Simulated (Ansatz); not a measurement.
CuI (Marshite):

```
CELL_PARAMETERS angstrom
0.00000 3.03150 3.03150
3.03150 0.00000 3.03150
3.03150 3.03150 0.00000
ATOMIC_POSITIONS crystal
I 0.00000 0.00000 0.00000
Cu 0.75000 0.75000 0.75000
```

Base run:

```yaml
Program: Ansatz 0.2.0
Functional: PBEsol
Potentials_or_basis: all-electron LAPW, non-relativistic
Cutoff: 282 eV (chosen from the basis error)
Basis_error_allowed: 0.001 eV/atom
k_mesh: 8 × 8 × 8
Occupations: fermi-dirac, width 0.05 eV
Spin: no spin polarisation
```

Its results: band gap on the k mesh 1.99 eV, direct; pressure -1.8 GPa.

Problem. After a change of settings the same cell gave: band gap on the k mesh 1.72 eV, direct; pressure -1.9 GPa. Which change was it?
A. potentials or basis from all-electron LAPW, non-relativistic to all-electron LAPW, scalar-relativistic; hubbard terms from none to Cu d U = 6 eV
B. potentials or basis from all-electron LAPW, non-relativistic to all-electron PAW datasets made for the crystal
C. potentials or basis from all-electron LAPW, non-relativistic to all-electron LAPW, scalar-relativistic; hubbard terms from none to Cu d U = 4 eV
D. potentials or basis from all-electron LAPW, non-relativistic to all-electron LAPW, scalar-relativistic

Solution. C.

Caveats: spin-orbit coupling is left out, which moves the levels of the heavy elements; relativity is left out, which matters for the heavier elements (some runs); U is the effective U less J, on atomic orbitals that reach past the spheres (some runs).

The runs don't all hold the same shells in valence.
